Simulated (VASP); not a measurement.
**How a change of volume changes SiC (P6_3mc)**

How do the elastic response and the band edges of SiC follow a change of volume?

Program: VASP 6.6.1. Level of theory: LDA; plane waves and PAW (Si, C), in the first sound run; inputs show where later runs differ. Results are calculated unless marked as measured.

**1. The structure**

Symmetry: P6_3mc, No. 186, hexagonal system. The conventional cell has a = 3.058 Å, b = 3.058 Å, c = 5.018 Å, α = 90.00°, β = 90.00°, γ = 120.00°. Si has 4 C at 1.87 to 1.89 Å nearest. Nearest to C lie 4 Si at 1.87 to 1.89 Å. Farther neighbours are not listed.

Coordinates:

```
Si C
1.0
     3.05759    0.00000    0.00000
    -1.52880    2.64795    0.00000
     0.00000    0.00000    5.01825
Si C
2 2
Direct
  0.33333 0.66667 0.00059
  0.66667 0.33333 0.50059
  0.33333 0.66667 0.37641
  0.66667 0.33333 0.87641
```

**2. Relax the crystal, LDA**

The series starts from the cell that this level prefers, so that zero strain is near zero stress.

Level: LDA; plane waves and PAW (Si, C).

INCAR

```
SYSTEM = SiC
PREC = Accurate
ENCUT = 600
EDIFF = 1E-07
NELM = 120
ISMEAR = 0
SIGMA = 0.02
LREAL = .FALSE.
ALGO = Normal
GGA = CA
NBANDS = 14
LASPH = .TRUE.
LORBIT = 11
LWAVE = .FALSE.
LCHARG = .FALSE.
KPAR = 16
IBRION = 2
NSW = 40
ISIF = 3
EDIFFG = -0.005
POTIM = 0.4
```

POSCAR

```
SiC
1.0
    3.0575921484      0.0000000000      0.0000000000
   -1.5287960742      2.6479524749      0.0000000000
    0.0000000000      0.0000000000      5.0182537258
Si C
2 2
Direct
    0.3333333333      0.6666666667      0.0005933873
    0.6666666667      0.3333333333      0.5005933873
    0.3333333333      0.6666666667      0.3764066127
    0.6666666667      0.3333333333      0.8764066127
```

KPOINTS

```
Automatic mesh
0
Gamma
11 11 6
0 0 0
```

Potentials, in the order of the species: Si and C (LDA family, release 64).

Run with:

```
$ mpirun -np 16 vasp_std
```

The program printed:

```text
[banner, memory and clock lines left out]
running   16 mpi-ranks, on    1 nodes
[...]
|                                                                             |
|           W    W    AA    RRRRR   N    N  II  N    N   GGGG   !!!           |
|           W    W   A  A   R    R  NN   N  II  NN   N  G    G  !!!           |
|           W    W  A    A  R    R  N N  N  II  N N  N  G       !!!           |
|           W WW W  AAAAAA  RRRRR   N  N N  II  N  N N  G  GGG   !            |
|           WW  WW  A    A  R   R   N   NN  II  N   NN  G    G                |
|           W    W  A    A  R    R  N    N  II  N    N   GGGG   !!!           |
|                                                                             |
|     For optimal performance we recommend to set                             |
|       NCORE = 2 up to number-of-cores-per-socket                            |
|     NCORE specifies how many cores store one orbital (NPAR=cpu/NCORE).      |
|     This setting can greatly improve the performance of VASP for DFT.       |
[...]
|     Unfortunately you need to use the default for GW and RPA                |
|     calculations (for HF NCORE is supported but not extensively tested      |
|     yet).                                                                   |
|                                                                             |

 LDA part: xc-table for (Slater(with rela. corr.)+CA(PZ))
 , standard interpolation
 POSCAR, INCAR and KPOINTS ok, starting setup
[...]
entering main loop
       N       E                     dE             d eps       ncg     rms          rms(c)
DAV:   1     0.303779419725E+02    0.30378E+02   -0.80120E+03  1792   0.115E+03
DAV:   2    -0.344773241675E+02   -0.64855E+02   -0.58934E+02  2460   0.181E+02
DAV:   3    -0.374463577675E+02   -0.29690E+01   -0.29524E+01  2500   0.370E+01
DAV:   4    -0.374762122197E+02   -0.29854E-01   -0.29847E-01  2008   0.445E+00
[...]
DAV:  12    -0.332802376457E+02    0.11915E-05   -0.29150E-06  2266   0.107E-02    0.659E-03
DAV:  13    -0.332802373068E+02    0.33882E-06   -0.12694E-06  2356   0.666E-03    0.140E-03
DAV:  14    -0.332802373117E+02   -0.48783E-08   -0.52500E-08  1244   0.186E-03
   1 F= -.33280237E+02 E0= -.33280237E+02  d E =-.332802E+02
[...]
reached required accuracy - stopping structural energy minimisation
```

Elapsed: 4.8 s, on 16 MPI ranks of Intel Xeon Platinum 8488C (Sapphire Rapids), shared host; peak memory 2.8 GiB; 66 s of CPU time.

Lines that name or quote the potential files are left out of all logs, and their timing lines are given in words.

Parts of OUTCAR (step 2):

```text
  Total       -0.0080484     -0.0080484     -0.0117522      0.0000000      0.0000000     -0.0000000
  in kB       -0.3173802     -0.3173802     -0.4634344      0.0000000      0.0000000     -0.0000000
  external PRESSURE =      -0.3660649 kB  Pullay stress =       0.0000000 kB

 POSITION                                       TOTAL-FORCE (eV/Angst)
 -----------------------------------------------------------------------------------
     -0.00000      1.76530      0.00298         0.000000     -0.000000      0.001096
      1.52880      0.88265      2.51210        -0.000000      0.000000      0.001096
     -0.00000      1.76530      1.88890        -0.000000     -0.000000     -0.001096
      1.52880      0.88265      4.39803         0.000000      0.000000     -0.001096
 -----------------------------------------------------------------------------------
    total drift:                               -0.000000      0.000000     -0.000054

  FREE ENERGIE OF THE ION-ELECTRON SYSTEM (eV)
  ---------------------------------------------------
  free  energy   TOTEN  =       -33.2802373117 eV

  energy  without entropy=      -33.2802373117  energy(sigma->0) =      -33.28023731

 reached required accuracy - stopping structural energy minimisation

[... 3 further parts left out ...]
[key lines of the parts left out:]
E-fermi :   8.5442
```

Read from the output:

* energy(sigma→0) of the program: -33.2802 eV
* stress, compression positive: xx, yy, zz -0.03, -0.03, -0.05 GPa
* volume: 40.630 Å³
* ionic steps: 1

**3. Relax at fixed volume, LDA**

One member in full: the volume is scaled by 0.98, and shape and atoms relax at that volume.

Level: LDA; plane waves and PAW (Si, C).

INCAR: that of step 2 with these lines changed.

```diff
@@ -15,7 +15,7 @@
 LCHARG = .FALSE.
-KPAR = 16
+KPAR = 4
 IBRION = 2
 NSW = 40
-ISIF = 3
-EDIFFG = -0.005
+ISIF = 4
+EDIFFG = -0.004
 POTIM = 0.4
```

POSCAR

```
SiC
1.0
    3.0370707774      0.0000000000      0.0000000000
   -1.5185353887      2.6301804463      0.0000000000
    0.0000000000      0.0000000000      4.9845731558
Si C
2 2
Direct
    0.3333333333      0.6666666667      0.0005933873
    0.6666666667      0.3333333333      0.5005933873
    0.3333333333      0.6666666667      0.3764066127
    0.6666666667      0.3333333333      0.8764066127
```

KPOINTS is that of step 2.

Run with:

```
$ mpirun -np 4 vasp_std
```

The program printed:

```text
[banner, memory and clock lines left out]
running    4 mpi-ranks, on    1 nodes
[...]
LDA part: xc-table for (Slater(with rela. corr.)+CA(PZ))
 , standard interpolation
 POSCAR, INCAR and KPOINTS ok, starting setup
[...]
entering main loop
       N       E                     dE             d eps       ncg     rms          rms(c)
DAV:   1     0.316422145628E+02    0.31642E+02   -0.80341E+03  1792   0.115E+03
DAV:   2    -0.344966289651E+02   -0.66139E+02   -0.60655E+02  2540   0.186E+02
DAV:   3    -0.375635449268E+02   -0.30669E+01   -0.30531E+01  2476   0.373E+01
DAV:   4    -0.375924897737E+02   -0.28945E-01   -0.28940E-01  1990   0.449E+00
[...]
DAV:  12    -0.332673545356E+02    0.11908E-05   -0.27787E-06  2248   0.105E-02    0.630E-03
DAV:  13    -0.332673541850E+02    0.35056E-06   -0.12909E-06  2338   0.674E-03    0.130E-03
DAV:  14    -0.332673541902E+02   -0.51300E-08   -0.50126E-08  1178   0.183E-03
   1 F= -.33267354E+02 E0= -.33267354E+02  d E =-.332674E+02
[...]
N       E                     dE             d eps       ncg     rms          rms(c)
DAV:   1    -0.332673598097E+02   -0.56247E-05   -0.48566E-04  2182   0.166E-01    0.146E-02
DAV:   2    -0.332673563063E+02    0.35035E-05   -0.15190E-05  2296   0.307E-02    0.691E-03
DAV:   3    -0.332673542612E+02    0.20451E-05   -0.30240E-06  2314   0.141E-02    0.146E-03
DAV:   4    -0.332673542608E+02    0.36971E-09   -0.60006E-07  2020   0.506E-03
   2 F= -.33267354E+02 E0= -.33267354E+02  d E =-.706327E-07
 trial-energy change:   -0.000000  1 .order    0.000000   -0.000010    0.000010
 step:   0.4982(harm=  0.4982)  dis= 0.00009  next Energy=   -33.267357 (dE=-0.259E-05)
[...]
N       E                     dE             d eps       ncg     rms          rms(c)
DAV:   1    -0.332673582044E+02   -0.39433E-05   -0.12130E-04  2164   0.828E-02    0.724E-03
DAV:   2    -0.332673573112E+02    0.89321E-06   -0.38403E-06  2314   0.155E-02    0.341E-03
DAV:   3    -0.332673568025E+02    0.50873E-06   -0.77063E-07  2308   0.714E-03    0.723E-04
DAV:   4    -0.332673568035E+02   -0.10284E-08   -0.15266E-07  1530   0.255E-03
   3 F= -.33267357E+02 E0= -.33267357E+02  d E =-.261336E-05
[...]
reached required accuracy - stopping structural energy minimisation
```

The job ended after 19 s (4 MPI ranks; peak memory 0.62 GiB).

OUTCAR, selected parts (step 3):

```text
  Total        1.1910597      1.1910597      1.1885676      0.0000000      0.0000000      0.0000000
  in kB       47.9264982     47.9264982     47.8262185      0.0000000      0.0000000      0.0000000
  external PRESSURE =      47.8930717 kB  Pullay stress =       0.0000000 kB

 POSITION                                       TOTAL-FORCE (eV/Angst)
 -----------------------------------------------------------------------------------
     -0.00000      1.75354      0.00305        -0.000000     -0.000000     -0.000465
      1.51861      0.87677      2.49508        -0.000000      0.000000     -0.000465
     -0.00000      1.75354      1.87594        -0.000000     -0.000000      0.000465
      1.51861      0.87677      4.36797         0.000000      0.000000      0.000465
 -----------------------------------------------------------------------------------
    total drift:                               -0.000000      0.000000     -0.000298

  FREE ENERGIE OF THE ION-ELECTRON SYSTEM (eV)
  ---------------------------------------------------
  free  energy   TOTEN  =       -33.2673568035 eV

  energy  without entropy=      -33.2673568035  energy(sigma->0) =      -33.26735680

[... 2 parts as in an earlier step ...]

[... 2 further parts left out ...]
[key lines of the parts left out:]
E-fermi :   8.8084
```

This run gave:

- energy(sigma→0) of the program: -33.2674 eV
- stress, compression positive: xx, yy, zz 4.79, 4.79, 4.78 GPa
- ionic steps: 3

[end of part 1 of 3]

[Lines on the potential files, build, host, timing and source positions are cut from VASP's logs without a mark.]

[Logs are printed without paths, hosts, clocks, repeated set-up lines and the standing remarks that a program may print on its own settings, such as how far it seeks lower states.]

[Hosts, paths, dates, database ids (printed as entryN), source tags and the programs' standing remarks are cut or masked in the printed files.]

[In band tables of VASP the shares of atoms and orbitals are scaled to a sum of 1 inside the atoms' spheres.]
